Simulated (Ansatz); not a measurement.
**Tl: from a trial structure to a relaxed crystal**

Method: DFT PBEsol, scalar-relativistic, plane waves, PAW in Ansatz 0.2.0. Cutoff 420 eV, Γ-centred k mesh, Gaussian smearing, no spin polarisation in the final step.

Tl was placed on the beta-tin structure type (I4_1/amd, No. 141), at a guessed volume.

```yaml
crystal:
  lattice:
    - [-3.04564, 3.04564, 1.66145]
    - [3.04564, -3.04564, 1.66145]
    - [3.04564, 3.04564, -1.66145]
  atoms:
    - { symbol: Tl, position: [0.00000, 0.00000, 0.00000] }
    - { symbol: Tl, position: [0.75000, 0.25000, 0.50000] }
```

Cell and atoms relax at zero pressure; the relaxation can't lower the symmetry of the start.

Energies count from the standard state of Tl at the same level.

Problem. Which crystal results?

Solution. It keeps I4_1/amd (No. 141). The result has the beta-tin structure. Conventional cell: a = 6.108 Å, c = 3.234 Å. Tl is coordinated by 6 Tl at 3.16–3.23 Å.

Space group I4_1/amd:1 (No. 141). a = 6.108 Å, b = 6.108 Å, c = 3.234 Å, α = 90.00°, β = 90.00°, γ = 90.00°
```csv
atom,site,symmetry,x,y,z
Tl,4a,-4m2,0.0000,0.0000,0.0000
```

Problem. What are its volume, energy, density and gap?

Solution. The volume per atom is 30.15 Å³. The density is 11.25 g/cm³. The energy over the standard structure is 0.10 eV/atom. The gap on the 18×18×18 mesh is 0 eV (a metal).

The final run used a 18×18×18 mesh on its 2-atom cell and 0.10 eV smearing. For metals, differences of a few meV/atom aren't resolved. Spin–orbit coupling is left out. Symmetry constrained the relaxation, so the result can be a saddle point. The steps took of the order of 110 core-seconds in all.